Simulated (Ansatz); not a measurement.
## Polymorphs of In6As

The calculation used DFT PBE, scalar-relativistic, plane waves, PAW in Ansatz. All cells share a 420 eV cutoff and Γ-centred k meshes spaced at most about 0.3 Å⁻¹ (about 0.25 or finer for metals, 2π included). No spin polarisation.

The zero of energy is the elements' standard structures at the same level; no fitted shifts are applied.

All energies are static (0 K, no zero-point motion). Larger cells and other orderings weren't all tried, so the list isn't exhaustive. The k mesh leaves some 4 meV/atom of noise in the energy of each metallic cell. The reference form of As is held partly by dispersion forces, which this level lacks.

Invented guesses were relaxed alike, and ends that match in structure were merged. ΔE counts from the first row. Coordination counts In atoms around As (those within 1.25 times the shortest such distance or 1.15 times the sum of covalent radii; a plus sign parts nearer from farther groups; the shortest distance is added where it is long for a bond).

| # | reached from | type and space group | atoms | Å³/atom | coordination | ΔE (meV/atom) | gap on mesh (eV) |
| --- | --- | --- | --- | --- | --- | --- | --- |
| 1 | CrF6 type (R-3) | R-3 (No. 148) | 7 | 27.3 | As 6 | 0 | 0.00 |
| 2 | a cell proposed by chemical analogy | P4/nmm (No. 129) | 14 | 28.0 | As 4+4 | 5 | 0.00 |
| 3 | a cell proposed by chemical analogy | R-3 (No. 148) | 7 | 28.0 | As 6 | 14 | 0.00 |
| 4 | MoCl6 type (P-31m) | P-31m (No. 162) | 7 | 28.3 | As 6 | 24 | 0.00 |
| 5 | random cell | P6/mmm (No. 191) | 7 | 27.4 | As 8 | 67 | 0.00 |
| 6 | Zn6Mo type (Fm-3m) | Fm-3m (No. 225) | 7 | 28.2 | As 12 from 3.3 Å | 70 | 0.00 |

The first two are tied within the noise. The first: Space group R-3 (No. 148), trigonal, a = 6.376 Å, c = 16.311 Å. In is surrounded by 1 As at 2.87 Å and 5 In at 3.22–3.34 Å; As has 6 In at 2.87 Å. Its energy over the elements is +0.01 eV/atom. The formation energy is too near zero to say whether this cell lies below the elements. An observed structure of this formula, if there is one, may be missing.

```
In As
1.0
     3.18806    1.84063    5.43706
    -3.18806    1.84063    5.43706
     0.00000   -3.68126    5.43706
In As
6 1
Direct
  0.29653 0.91954 0.51782
  0.51782 0.29653 0.91954
  0.08046 0.48218 0.70347
  0.48218 0.70347 0.08046
  0.70347 0.08046 0.48218
  0.91954 0.51782 0.29653
  0.00000 0.00000 0.00000
```

The second: Space group P4/nmm (No. 129), tetragonal, a = 4.664 Å, c = 18.007 Å. In on a site of symmetry -4m2 is surrounded by 12 In at 3.30–3.46 Å; In on a site of symmetry 4mm is surrounded by 12 In at 3.30–3.47 Å; around In on a second site of symmetry 4mm lie 12 In at 3.30–3.46 Å; As has 4 In at 2.91 Å and 4 In at 3.18 Å; 2 more sites not described. Counting In atoms around As, the first has As 6 and the second has As 4+4. Cells relaxed within their symmetry can be saddle points.

```
CELL_PARAMETERS angstrom
4.66408 0.00000 0.00000
0.00000 4.66408 0.00000
0.00000 0.00000 18.00719
ATOMIC_POSITIONS crystal
In 0.50000 0.50000 0.50000
In 0.00000 0.00000 0.50000
In 0.50000 0.00000 0.64019
In 0.00000 0.50000 0.64167
In 0.50000 0.50000 0.00000
In 0.00000 0.00000 0.00000
In 0.50000 0.50000 0.78305
In 0.00000 0.00000 0.78305
In 0.00000 0.00000 0.21695
In 0.50000 0.50000 0.21695
In 0.00000 0.50000 0.35981
In 0.50000 0.00000 0.35833
As 0.50000 0.00000 0.90333
As 0.00000 0.50000 0.09667
```
